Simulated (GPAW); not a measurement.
Here is a GPAW 26.7.0 calculation.

The input run.py:

```python
from ase.dft.bandgap import bandgap
from ase.io import read, write
from gpaw import GPAW, PW

atoms = read('I.cif')

calc = GPAW(mode=PW(600),
            xc='GLLBSC',
            kpts={'size': (7, 7, 7), 'gamma': True},
            occupations={'name': 'fermi-dirac', 'width': 0.05},
            nbands=10,
            convergence={'density': 1e-05, 'energy': 1e-05},
            maxiter=150,
            txt='gpaw.txt')
atoms.calc = calc
energy = atoms.get_potential_energy()
calc.write('gs.gpw')
write('result.traj', atoms)
print('Fermi level:', round(calc.get_fermi_level(), 4), 'eV')
print(f'Gap: {bandgap(calc)[0]:.4f} eV, direct: {bandgap(calc, direct=True)[0]:.4f} eV')

path = atoms.cell.bandpath('GYCDXGZD1HC,C1Z,XH1,HY,LG', npoints=80, eps=1e-4)
bs_calc = calc.fixed_density(kpts=path, symmetry='off', nbands=20,
                             convergence={'bands': 'CBM+6.0', 'eigenstates': 1e-6}, txt='bands.txt')
bs = bs_calc.band_structure()
bs.write('bs.json')
print(f'Gap on the path: {bandgap(bs_calc)[0]:.4f} eV')

homo, lumo = bs_calc.get_homo_lumo()
response = calc.hamiltonian.xc.response
dxc_pot = response.calculate_discontinuity_potential(homo, lumo)
ks_gap, dxc = bs_calc.hamiltonian.xc.response.calculate_discontinuity(dxc_pot)
print(f'Kohn-Sham gap {ks_gap:.4f} eV, discontinuity {dxc:.4f} eV, gap {ks_gap + dxc:.4f} eV')
```

The input I.cif:

```cif
data_I
_cell_length_a 4.56978285
_cell_length_b 4.48249819
_cell_length_c 3.22521405
_cell_angle_alpha 70.58369076
_cell_angle_beta 67.68554410
_cell_angle_gamma 41.73076514
_space_group_name_H-M_alt 'P1'
_space_group_name_Hall 'P 1'
_space_group_IT_number 1
loop_
_space_group_symop_operation_xyz
'x,y,z'
loop_
_atom_site_label
_atom_site_type_symbol
_atom_site_symmetry_multiplicity
_atom_site_Wyckoff_symbol
_atom_site_fract_x
_atom_site_fract_y
_atom_site_fract_z
_atom_site_occupancy
I1 I 1 a 0.0000000000 0.0000000000 0.0000000000 1
```

Potentials or basis: the program's PAW data sets (release 1.2.1) made for this functional, pw.

The run is started by

```bash
$ OMP_NUM_THREADS=1 python run.py
```

Task: Estimate the band gap along the path.

Result: None (metal or under the smearing width).

Levels at the corners of the path, in eV from the Fermi level:
| point | band 2 | band 3 | band 4 | band 5 | band 6 |
| --- | --- | --- | --- | --- | --- |
| Γ | -2.02 | 0.86 | 1.18 | 4.74 | 7.67 |
| Y | -4.31 | -3.41 | -0.57 | 4.08 | 6.69 |
| C | -3.92 | -3.29 | -1.19 | 5.46 | 6.93 |
| D | -3.89 | -3.64 | -0.99 | 4.20 | 6.00 |
| X | -4.00 | -3.71 | -0.86 | 4.02 | 5.84 |
| Γ | -2.02 | 0.86 | 1.18 | 4.74 | 7.67 |
| Z | -4.10 | 0.64 | 0.97 | 7.13 | 7.45 |
| D1 | -3.89 | -3.64 | -0.99 | 4.20 | 6.00 |
| H | -4.06 | -3.66 | -0.82 | 4.12 | 6.23 |
| C | -3.92 | -3.29 | -1.19 | 5.46 | 6.93 |
| C1 | -3.92 | -3.29 | -1.19 | 5.46 | 6.93 |
| Z | -4.10 | 0.64 | 0.97 | 7.13 | 7.45 |
| X | -4.00 | -3.71 | -0.86 | 4.02 | 5.84 |
| H1 | -4.06 | -3.66 | -0.82 | 4.12 | 6.23 |
| H | -4.06 | -3.66 | -0.82 | 4.12 | 6.23 |
| Y | -4.31 | -3.41 | -0.57 | 4.08 | 6.69 |
| L | -5.14 | -1.80 | 1.82 | 4.89 | 9.33 |
| Γ | -2.02 | 0.86 | 1.18 | 4.74 | 7.67 |

Caveat: a model potential gives levels but no total energy; spin-orbit coupling is left out, which moves the levels of the heavy elements; an odd number of electrons without spin polarisation forces a metal; a magnetic or distorted state may lie lower.
